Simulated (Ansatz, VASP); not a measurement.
Ag in VASP and in Ansatz

```
Ag
1.0
     3.52844    0.00000    0.00000
    -1.76422    3.05572    0.00000
     0.00000    0.00000   11.52378
Ag
8
Direct
  0.00000 0.00000 0.09375
  0.00000 0.00000 0.59375
  0.00000 0.00000 0.40625
  0.00000 0.00000 0.90625
  0.33333 0.66667 0.15625
  0.66667 0.33333 0.65625
  0.33333 0.66667 0.34375
  0.66667 0.33333 0.84375
```

Alike in both runs: task relaxation of cell and atoms; functional PBE; k mesh 6 × 6 × 2; occupations gaussian, width 0.1 eV; no spin polarisation.

|  | VASP | Ansatz |
| --- | --- | --- |
| version | VASP 6.6.1 | Ansatz 0.2.0 |
| potentials or method | VASP PAW PBE potentials, release 64 (Ag) | scalar-relativistic, plane waves, PAW |
| plane-wave cutoff (eV) | 600 | 420 |
| valence electrons in the cell | 88 | 152 |

Ansatz gave:

```
gap on the k mesh at the Fermi level, each at its own relaxed structure (eV) : none
relaxed volume (Å³/atom)                                                     : 18.76
relaxed cell length with the largest relative difference (Å)                 : 20.813
energy change over the relaxation (meV/atom)                                 : -3466
```

Task: Estimate VASP's values.

Result: gap on the k mesh at the Fermi level, each at its own relaxed structure (eV): none; relaxed volume (Å³/atom): 18.42; relaxed cell length with the largest relative difference (Å): 19.749; energy change over the relaxation (meV/atom): -3350.

A gap of «none» marks a metal or a gap that the smearing closes. One of these differences is far larger than is usual between the two programs; its cause wasn't traced. The two sets of potentials don't hold the same shells in valence.

Caveats: the volume moved by over 15 % at a fixed basis, so the end points are rough.
